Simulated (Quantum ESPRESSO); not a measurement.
Set up this calculation in Quantum ESPRESSO 7.5, as the native input.

| Item | Value |
| --- | --- |
| Task | dielectric tensor |
| Functional | PBEsol |
| Potentials or basis | PseudoDojo 0.4.1 SR PBEsol standard |
| Cutoff | 1116 eV |
| Density cutoff | 4463 eV |
| k mesh | 4 × 4 × 2, shifted |
| Occupations | fermi-dirac, width 0.05 eV |
| Spin | no spin polarisation |
| Mixing beta | 0.5 |
| Most SCF iterations | 120 |
| SCF threshold | 8e-10 Ry |

Crystal: SiC (Moissanite).

```xyz
4
Lattice="3.0760 0.0000 0.0000 -1.5380 2.6639 0.0000 0.0000 0.0000 5.0480" Properties=species:S:1:pos:R:3 pbc="T T T"
Si    1.5380    0.8880    2.5240
Si    0.0000    1.7759    0.0000
C     1.5380    0.8880    4.4675
C     0.0000    1.7759    1.9435
```

The input as run:

pw.in

```
&CONTROL
  calculation = 'scf'
  prefix = 'pwscf'
  outdir = './tmp'
  pseudo_dir = './pseudo'
  tprnfor = .true.
  tstress = .true.
  disk_io = 'low'
/
&SYSTEM
  ibrav = 0
  celldm(1) = 8
  nat = 4
  ntyp = 2
  ecutwfc = 82
  nbnd = 14
  occupations = 'smearing'
  smearing = 'fd'
  degauss = 0.00367493
/
&ELECTRONS
  conv_thr = 8d-10
  electron_maxstep = 120
  mixing_beta = 0.5
/
ATOMIC_SPECIES
Si    28.0850 Si.upf
C     12.0110 C.upf
CELL_PARAMETERS alat
  0.7265996949186   0.0000000000000   0.0000000000000
 -0.3632998474593   0.6292537941719   0.0000000000000
  0.0000000000000   0.0000000000000   1.1924171846389
ATOMIC_POSITIONS crystal
Si     0.6666666667    0.3333333333    0.5000000000
Si     0.3333333333    0.6666666667    0.0000000000
C      0.6666666667    0.3333333333    0.8850000000
C      0.3333333333    0.6666666667    0.3850000000
K_POINTS automatic
4 4 2 0 0 1
```

scf2.in

```
&CONTROL
  calculation = 'scf'
  prefix = 'pwscf'
  outdir = './tmp'
  pseudo_dir = './pseudo'
  tprnfor = .true.
  tstress = .true.
  disk_io = 'low'
/
&SYSTEM
  ibrav = 0
  celldm(1) = 8
  nat = 4
  ntyp = 2
  ecutwfc = 82
  nbnd = 14
  occupations = 'fixed'
/
&ELECTRONS
  conv_thr = 1d-13
  electron_maxstep = 120
  mixing_beta = 0.5
  startingpot = 'file'
  startingwfc = 'file'
/
ATOMIC_SPECIES
Si    28.0850 Si.upf
C     12.0110 C.upf
CELL_PARAMETERS alat
  0.7265996949186   0.0000000000000   0.0000000000000
 -0.3632998474593   0.6292537941719   0.0000000000000
  0.0000000000000   0.0000000000000   1.1924171846389
ATOMIC_POSITIONS crystal
Si     0.6666666667    0.3333333333    0.5000000000
Si     0.3333333333    0.6666666667    0.0000000000
C      0.6666666667    0.3333333333    0.8850000000
C      0.3333333333    0.6666666667    0.3850000000
K_POINTS automatic
4 4 2 0 0 1
```

ph.in

```
dielectric of SiC
&INPUTPH
  prefix = 'pwscf'
  outdir = './tmp'
  tr2_ph = 1d-18
  fildyn = 'dyn'
  niter_ph = 90
  alpha_mix(1) = 0.7
  epsil = .true.
  trans = .false.
  zeu = .true.
/
0.0000000000 0.0000000000 0.0000000000
```

Potentials or basis: PseudoDojo 0.4.1 SR PBEsol standard.

Run with:

```console
$ OMP_NUM_THREADS=1 pw.x -in pw.in > pw.out
$ OMP_NUM_THREADS=1 pw.x -in scf2.in > scf2.out
$ OMP_NUM_THREADS=1 ph.x -in ph.in > ph.out
```

Results of the run:

```
Pressure      : 0.3 GPa
Largest force : 0.725 eV/Å
```

Caveat: the k mesh is coarse (spacing up to 0.62 Å⁻¹), so the values aren't converged.

Run time: 51 s on 1 thread of Intel(R) Xeon(R) Processor @ 2.50GHz (Skylake/Cascade Lake) (shared host), peak memory 0.08 GiB.
